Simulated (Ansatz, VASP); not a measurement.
## NaCl in VASP and in Ansatz

```
Na Cl
1.0
     2.86000    0.00000    0.00000
     0.00000    2.86000    0.00000
     0.00000    0.00000    2.80280
Na Cl
1 1
Cartesian
  0.0000 0.0000 0.0000
  1.4300 1.4300 1.4014
```

Change from the starting cell: zz strain of -2 %, crystal datasets.

Alike in both runs: task electric field gradients; functional PBEsol; k mesh 9 × 9 × 9; occupations fermi-dirac, width 0.03 eV; no spin polarisation.

|  | VASP | Ansatz |
| --- | --- | --- |
| version | VASP 6.6.1 | Ansatz 0.2.0 |
| potentials or method | VASP PAW PBE potentials, release 64 (Na_pv, Cl), cutoff 520 eV | all-electron PAW with datasets made for the crystal, scalar-relativistic |

|  | VASP | Ansatz | Ansatz less VASP |
| --- | --- | --- | --- |
| gap on the k mesh at the Fermi level (eV) | 4.28 | 4.23 | -0.055 |
| pressure (GPa) | 65.2 | 64.6 | -0.68 |
| largest component of the traceless stress (GPa) | 3.67 | 3.69 | +0.019 |
| Vzz of the field gradient on the site that differs most (V/Å²) | -11.6 | -11.8 | -0.27 |

Ansatz ran all-electron here, so the differences hold the error of VASP's frozen core and of both bases.

Caveats: the cell as given lies far from equilibrium; so large a pressure means that the cell lies far from this level's equilibrium, or that cutoff or potentials fall short (VASP); the potentials were made for another functional, which shifts forces and pressure (VASP); an odd mesh through Γ misses points on the zone boundary, where band edges often lie.
